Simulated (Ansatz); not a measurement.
# C: the cost of one run

Program: Ansatz 0.2.0. Level of theory: DFT PBE, scalar-relativistic, plane waves, PAW. These are calculated values, not measurements.

A COD entry behind a cell of this session may itself be a prediction, so a difference from it is no test against experiment.

1 further run of the same task is left out (set aside as unsound or not needed).

## (1) The system as given

It takes space group P6_3/mmc (No. 194, hexagonal). Conventional cell: a = 2.512 Å, b = 2.512 Å, c = 4.180 Å, α = 90.00°, β = 90.00°, γ = 120.00°. C (site symmetry 3m) has 4 C at 1.54 to 1.57 Å as nearest neighbours.

Structure file:

```xyz
4
Lattice="2.5116 0.0000 0.0000 -1.2558 2.1751 0.0000 0.0000 0.0000 4.1804" Properties=species:S:1:pos:R:3 pbc="T T T"
C     0.0000    1.4501    0.2622
C     1.2558    0.7250    2.3524
C     0.0000    1.4501    1.8279
C     1.2558    0.7250    3.9181
```

It is the result of an earlier relaxation at this level (volume 5.71 Å³/atom; gap on the mesh: 3.35 eV).

## (2) Zero of energy

Reference values: F = -1003.1334 eV; pressure 0.00 GPa; largest force 0.000 eV/Å; gap on the mesh 3.35 eV. It was computed beforehand with the settings of the runs below.

## (3) Next: moving one atom along a line

Atom 1 (C) is moved by x along the Cartesian unit vector (-0.500, -0.866, 0.000); the cell and all other atoms stay fixed. Forces below are components along that vector, summed over the moved atoms. In a periodic cell its images move with it.

## (4) Point x = -0.100 Å

The input, input.yaml:

```yaml
crystal:
  lattice:
    - [2.5115635517, 0.0, 0.0]
    - [-1.2557817758, 2.175077839, 0.0]
    - [0.0, 0.0, 4.1803567988]
  atoms:
    - { symbol: C, position: [0.3731491683, 0.7064825017, 0.0627318025] }
    - { symbol: C, position: [0.6666666667, 0.3333333333, 0.5627318025] }
    - { symbol: C, position: [0.3333333333, 0.6666666667, 0.4372681975] }
    - { symbol: C, position: [0.6666666667, 0.3333333333, 0.9372681975] }
basis:
  ecutwfc: 420
kpoints:
  mp_grid: { grid: [12, 12, 6] }
hamiltonian:
  xc: pbe
scf:
  occupations: { method: gaussian, width: 0.05 }
output:
  forces: true
  stress: true
  eigenvalues: true
```

Launch:

```bash
ansatz run input.yaml --threads 1 --pin off --max-ram 2560MiB --backend cpu --events-out ev --progress --plain --runs-dir out
```

What time and memory should one allow on 1 thread of Intel Xeon 6975P-C (Granite Rapids), shared host?

About 5.1 s, with a peak of 0.47 GiB.
